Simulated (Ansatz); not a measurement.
TaN: do energies and stresses tell the same story?

Method: DFT PBE, scalar-relativistic, plane waves, PAW (Ansatz 0.2.0).

Plane waves to 420 eV, a k mesh through Γ of 16×16×16 on the computed 2-atom cell and Gaussian smearing (0.10 eV); no spin polarisation.

Relaxed cell: Fm-3m, a = 4.417 Å, b = 4.417 Å, c = 4.417 Å, α = 90.00°, β = 90.00°, γ = 90.00°, 2 atoms in the primitive cell. This rock-salt form isn't the usual stable structure of the compound.

Energies at zero smearing and pressures from the stress tensor, at volumes with shape and atoms relaxed:
```json
{"V (Å³/atom)": "10.127", "E − E(first) (meV/atom)": "0.00", "P (GPa)": "23.38"}
{"V (Å³/atom)": "10.451", "E − E(first) (meV/atom)": "-34.02", "P (GPa)": "10.73"}
{"V (Å³/atom)": "10.774", "E − E(first) (meV/atom)": "-44.50", "P (GPa)": "0.00"}
{"V (Å³/atom)": "11.097", "E − E(first) (meV/atom)": "-35.01", "P (GPa)": "-9.12"}
{"V (Å³/atom)": "11.420", "E − E(first) (meV/atom)": "-8.56", "P (GPa)": "-16.86"}
```

Q: Check P = −dE/dV between neighbouring volumes, and get the bulk modulus from the pressures alone.

A: With 1 eV/Å³ = 160.2 GPa:
```
middle V (Å³/atom)  −ΔE/ΔV (GPa) mean P (GPa)
            10.289        16.863        17.057
            10.612         5.196         5.366
            10.935        -4.703        -4.560
            11.259       -13.114       -12.989
```

The two differ by 0.19 GPa at most. The mean of two end pressures misses the average over a step by about ΔV² P″/12, up to 0.17 GPa here; with that taken off 0.02 GPa remains. Around V = 10.774 Å³/atom, the two neighbours give B = −V ΔP/ΔV = 10.774 × 19.85 / 0.646 = 330.9 GPa, against B0 = 329.4 GPa from the Birch–Murnaghan fit of the energies.

Spin–orbit coupling is left out, which can shift energies with elements as heavy as these.